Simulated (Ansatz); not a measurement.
## ZnSe (Stilleite): equation of state with r2SCAN50

ZnSe (Stilleite):

```
Se Zn
1.0
     0.00000    2.83380    2.83380
     2.83380    0.00000    2.83380
     2.83380    2.83380    0.00000
Se Zn
1 1
Direct
  0.75000 0.75000 0.75000
  0.00000 0.00000 0.00000
```

| Item | Value |
| --- | --- |
| Program | Ansatz 0.2.0 |
| Task | equation of state |
| Functional | r2SCAN50 |
| Potentials or basis | Ansatz PAW |
| Cutoff | 500 eV |
| Density cutoff | 2000 eV |
| k mesh | 4 × 4 × 4 |
| Occupations | fermi-dirac, width 0.05 eV |
| Spin | no spin polarisation |

The equilibrium volume is 22.74 Å³/atom, the bulk modulus is 70 GPa and the pressure derivative of the bulk modulus is 4.2.

Energy against volume, from the lowest point:
```tsv
volume (Å³/atom)	energy (meV/atom)
21.391	19.42
21.846	8.25
22.301	1.95
22.757	0.00
23.212	2.06
23.667	7.63
24.122	16.40
```

All runs of the series together: 110 s on 2 threads of Arm Neoverse V1 (shared host).

Caveat: the k mesh is coarse (spacing up to 0.48 Å⁻¹), so the values aren't converged, least of all with exact exchange; the PAW data sets were made with another functional, which shifts forces and pressure a little.
